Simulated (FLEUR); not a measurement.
The system is Fe.

```xyz
1
Lattice="-1.4430 1.4430 1.4430 1.4430 -1.4430 1.4430 1.4430 1.4430 -1.4430" Properties=species:S:1:pos:R:3 pbc="T T T"
Fe    0.0000    0.0000    0.0000
```

- Program: FLEUR MaX-R8.1 (later development tree)
- Task: single point
- Functional: PBEsol
- Potentials or basis: all-electron
- Basis: FLAPW
- Kmax: 4.58 1/bohr
- k mesh: 13 × 13 × 13
- Occupations: fermi-dirac, width 0.05 eV
- Spin: collinear spin, ferromagnetic start
- Starting moments: [3.0] μB
- Gmax: 14.2 1/bohr
- Muffin-tin radii: Fe 2.14 bohr
- lmax: Fe 9
- lnonsphr: Fe 9
- Local orbitals a species: Fe 5
- Max iterations: 60
- Mixing factor: 0.05
- Mixer: Anderson

On this cell: net moment 2.26 μB per cell; site moments Fe +2.31 μB; band gap on the k mesh none (metal or under the smearing width).

The same run follows on a disturbed copy (cell strained at random at fixed volume):

```
Fe
1.0
    -1.48153    1.43424    1.45901
     1.46753   -1.43096    1.44173
     1.45354    1.40297   -1.45574
Fe
1
Direct
  0.98721 0.99305 0.98531
```

**Question.** What changes?

**Answer.** The energy (extrapolated to zero smearing) moves by +2.9 meV/atom; net moment 2.27 μB per cell; site moments Fe +2.32 μB; band gap on the k mesh none (metal or under the smearing width).
